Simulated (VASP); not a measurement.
The system is Ge.

```
Ge
1.0
     3.99759    0.00000    0.00000
    -1.99879    3.46201    0.00000
     0.00000    0.00000    6.59938
Ge
4
Direct
  0.66667 0.33333 0.06290
  0.33333 0.66667 0.56290
  0.66667 0.33333 0.43710
  0.33333 0.66667 0.93710
```

This isn't the form of Ge at room conditions, which is diamond.

* Program: VASP 6.6.1
* Task: relaxation of cell and atoms
* Functional: PBE
* Potentials or basis: VASP PAW PBE potentials, release 64 (Ge_d)
* Cutoff: 600 eV
* k mesh: 12 × 12 × 5
* Occupations: gaussian, width 0.03 eV
* Spin: no spin polarisation

At the start: pressure 2.8 GPa; volume 22.83 Å³/atom.

How do energy, volume and symmetry change on relaxing?

Over 5 steps the energy falls by 8.9 meV/atom and the volume is 23.83 Å³/atom (+4.4 %); space group P6_3/mmc (No. 194, to 0.05 Å).

The path:
| step | energy change (eV) | largest force (eV/Å) | pressure (GPa) | volume (Å³) |
| --- | --- | --- | --- | --- |
| 1 | 0.0000 | 0.0109 | 2.84 | 91.33 |
| 2 | -0.0321 | 0.0230 | -0.84 | 96.80 |
| 3 | -0.0355 | 0.0140 | -0.10 | 95.45 |
| 4 | -0.0355 | 0.0133 | 0.19 | 95.30 |
| 5 | -0.0355 | 0.0037 | 0.04 | 95.33 |

Final structure:
```yaml
crystal:
  lattice:
    - [4.05580, 0.00000, 0.00000]
    - [-2.02790, 3.51243, 0.00000]
    - [0.00000, 0.00000, 6.69168]
  atoms:
    - { symbol: Ge, position: [0.66667, 0.33333, 0.06286] }
    - { symbol: Ge, position: [0.33333, 0.66667, 0.56286] }
    - { symbol: Ge, position: [0.66667, 0.33333, 0.43714] }
    - { symbol: Ge, position: [0.33333, 0.66667, 0.93714] }
```
